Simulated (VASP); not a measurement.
A run of VASP 6.6.1 is set up as follows.

Contents of INCAR:

```
  PREC = Accurate
  ENCUT = 520
  EDIFF = 1E-6
  ISMEAR = -1
  SIGMA = 0.05
  LREAL = Auto
  LASPH = True
  NELM = 80
  ALGO = Fast
  ISIF = 2
  LWAVE = False
  LCHARG = False
  GGA = PE
  NBANDS = 74
```

The input KPOINTS:

```
regular mesh
0
Gamma
  3 3 3
```

File POSCAR:

```
Nb7C8
1.0
    0.0000000000      4.4803686200      4.4803686200
    4.4803686200      0.0000000000      4.4803686200
    4.4803686200      4.4803686200      0.0000000000
Nb C
7 8
Direct
    0.0001835786     -0.0002072374      0.0000661776
    0.0001951848     -0.0001904977      0.5000640996
    0.0001853642      0.4998266192      0.0000679632
    0.0002015459      0.4997928050      0.5001523736
    0.5001780412     -0.0001470861      0.0000669588
    0.5001463473      0.4998131158      0.0000801273
    0.5002504682      0.4998188073      0.5000060687
    0.2463038410      0.2537400595      0.2460826538
    0.2462180221      0.2537749896      0.7540052586
    0.2502019577      0.7498168756      0.2500684866
    0.2462229324      0.7459130673      0.7540112849
    0.7540971037      0.2537824667      0.2461491662
    0.7501840328      0.2498196231      0.7500699797
    0.7541020140      0.7458933145      0.2461388992
    0.7541604914      0.7458522464      0.7539788099
```

Potentials or basis: VASP PAW PBE potentials, release 64 (Nb_sv, C).

Run with:

```sh
$ cat potpaw_PBE.64/Nb_sv/POTCAR potpaw_PBE.64/C/POTCAR > POTCAR
$ mpirun -np 1 vasp_std > vasp.out
```

Q: What does it give for the largest force?

A: 0.008 eV/Å.

Q: Predict the pressure.

A: -4.3 GPa.

Q: Estimate the band gap on the k mesh.

A: None (metal or under the smearing width).

Forces on the atoms (eV/Å):
```
Nb   0.001  0.000  0.000
Nb   0.000  0.000  0.000
Nb   0.000  0.000 -0.001
Nb   0.000 -0.002  0.001
Nb  -0.001 -0.001 -0.001
Nb   0.000  0.000  0.002
Nb   0.001 -0.001  0.000
C    0.001 -0.007 -0.001
C    0.007  0.001  0.000
C   -0.001  0.001 -0.001
C    0.000  0.001 -0.008
C    0.000  0.001  0.007
C   -0.001  0.002  0.000
C   -0.008  0.000  0.001
C    0.001  0.008  0.001
```

Caveat: the k mesh is coarse (spacing up to 0.40 Å⁻¹), so the values aren't converged.
